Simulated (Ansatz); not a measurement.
**GaN**

The computed numbers are results of PBEsol, scalar-relativistic (no spin polarisation) in the plane-wave PAW code Ansatz at 420 eV, 12×12×8 k-mesh; PAW files: Ansatz's generated set soft_2.

```xyz
4
Lattice="3.1826 0.0000 0.0000 -1.5913 2.7562 0.0000 0.0000 0.0000 5.1854" Properties=species:S:1:pos:R:3 pbc="T T T"
Ga    0.0000    1.8375   -0.0042
Ga    1.5913    0.9187    2.5885
N     0.0000    1.8375    1.9487
N     1.5913    0.9187    4.5414
```

The chain of runs began from a cell as deposited in COD, expanded in volume. Of that entry: the entry's cell lengths or inner coordinates differ somewhat from later room-temperature determinations.

(1) What is the static dielectric tensor, the lattice's part included?

(2) Give the Born effective charges (a third of the trace, site by site).

(3) List the optical modes at the zone centre without the LO–TO term, with degeneracy and infrared intensity.

(4) Where do the optical modes lie for q → 0 along (0.00, 1.00, 0.00), with the long-range field?

(5) Sketch the imaginary part of the dielectric function for independent particles (no excitons, no local fields), averaged over directions.

Answers:

(1) 
```
10.10  0.00  0.00
 0.00 10.10  0.00
 0.00  0.00 11.18
```

(2) Ga 2.66; N -2.66 e.

(3) 
```json
{"ω (cm⁻¹)": "136", "degeneracy": "2", "IR intensity ((D/Å)²/u)": "0.00"}
{"ω (cm⁻¹)": "327", "degeneracy": "1", "IR intensity ((D/Å)²/u)": "0.00"}
{"ω (cm⁻¹)": "522", "degeneracy": "1", "IR intensity ((D/Å)²/u)": "29.95"}
{"ω (cm⁻¹)": "545", "degeneracy": "2", "IR intensity ((D/Å)²/u)": "53.89"}
{"ω (cm⁻¹)": "553", "degeneracy": "2", "IR intensity ((D/Å)²/u)": "0.00"}
{"ω (cm⁻¹)": "678", "degeneracy": "1", "IR intensity ((D/Å)²/u)": "0.00"}
```

(4) 136 (×2), 327, 522, 545, 553 (×2), 678, 716 cm⁻¹.

(5) On a grid of 0.25 eV up to 12 eV it peaks at 7.75 eV with ε2 = 9.1; the gap on the mesh is 1.88 eV, and the smallest direct one, where absorption can begin, 1.88 eV.
| ħω (eV) | ε2 |
| --- | --- |
| 0.00 | 0.00 |
| 0.50 | 0.00 |
| 1.00 | 0.00 |
| 1.50 | 0.00 |
| 2.00 | 0.57 |
| 2.50 | 1.19 |
| 3.00 | 1.39 |
| 3.50 | 1.52 |
| 4.00 | 1.65 |
| 4.50 | 1.88 |
| 5.00 | 2.42 |
| 5.50 | 5.88 |
| 6.00 | 6.90 |
| 6.50 | 8.29 |
| 7.00 | 6.59 |
| 7.50 | 7.32 |
| 8.00 | 7.99 |
| 8.50 | 4.47 |
| 9.00 | 6.28 |
| 9.50 | 6.48 |
| 10.00 | 4.36 |
| 10.50 | 7.06 |
| 11.00 | 6.94 |
| 11.50 | 7.37 |
| 12.00 | 4.16 |

The principal values of ε∞, 5.84, 6.03, give refractive indices of 2.42, 2.45 below the gap, so the crystal is birefringent.

The mean Born charge of Ga is 2.66 against a formal +3. It lies under the formal charge, so the ion carries less than its nominal charge along; the mean hides how much this differs by direction.

Semilocal functionals make the gap too small and so ε∞ somewhat too large. The program warned that the mesh may be too coarse for the response to a field.

The zone-centre spectrum is that of polar, tetrahedrally bonded wurtzite GaN. Only the A1 and E1 vibrations at 522 and 545 cm⁻¹ carry infrared intensity; the E2 pairs are Raman-active only, and the B1 modes are silent. For in-plane q, the macroscopic field lifts one E1 component to 716 cm⁻¹, while its transverse partner and the A1 mode stay put. This large splitting reflects the sizeable Born charges, which coexist with substantial Ga–N covalency. The same polar displacements supply much of the static dielectric response and make it more anisotropic than the electronic part, with the softer A1 vibration favouring polarisation along c.

Absorption rises slowly above the edge because the lowest conduction band is strongly dispersive and s-like near Γ, giving a small joint density of states. The stronger structure at higher energy probably comes from transitions between flatter bands away from Γ. The real optical frequencies indicate stability against these zone-centre displacements, but do not test distortions at other wavevectors.
